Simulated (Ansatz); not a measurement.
Trial structure of Mg₂Zn₃O₅, not yet relaxed:

```
Mg Zn O
1.0
     1.63352    0.94311   13.33760
    -1.63352    0.94311   13.33760
     0.00000   -1.88622   13.33760
Mg Zn O
2 3 5
Direct
  0.20000 0.20000 0.20000
  0.80000 0.80000 0.80000
  0.00000 0.00000 0.00000
  0.60000 0.60000 0.60000
  0.40000 0.40000 0.40000
  0.30000 0.30000 0.30000
  0.90000 0.90000 0.90000
  0.50000 0.50000 0.50000
  0.10000 0.10000 0.10000
  0.70000 0.70000 0.70000
```

Computed with DFT PBE, scalar-relativistic, plane waves, PAW in Ansatz 0.2.0. Cutoff 420 eV; k points 6×6×6 on the computed 10-atom cell (Γ-centred); Gaussian smearing, width 0.10 eV; no spin polarisation.

The zero of energy is the elements' standard structures at the same level (O₂ as a molecule); no fitted shifts are applied.

Problem. What does a single point on this coarse mesh give?

Solution. The pressure is -21.3 GPa (the mean over three directions, positive in compression), the largest force is 0.32 eV/Å, and the energy is −1.64 eV/atom against the elements. The shortest distance is 2.31 Å.

Problem. How much does it gain on relaxing, and where does it end?

Solution. Relaxing gains about 0.19 eV/atom in 10 ionic steps and ends at −1.837 eV/atom on the finer mesh. The symmetry stays R-3m (No. 166). The volume per atom shrinks by 19.4 %, from 12.3 to 9.9 Å³. The shortest distance goes from 2.31 Å (Mg–O and Zn–O) to 2.12 Å (Mg–O). Conventional cell: a = 3.042 Å, c = 37.226 Å. Around Mg lie 6 O at 2.12–2.14 Å; around Zn on a site of symmetry -3m lie 6 O at 2.16 Å; around O on a site of symmetry 3m lie 6 Zn at 2.16 Å; 3 more sites not described.

The last run used a 12×12×12 mesh for its 10-atom cell and Gaussian smearing of 0.02 eV. The relaxation can't lower the symmetry of the start. A later test with randomly moved atoms came back to the same energy, though modes that don't fit the test's cell weren't probed.
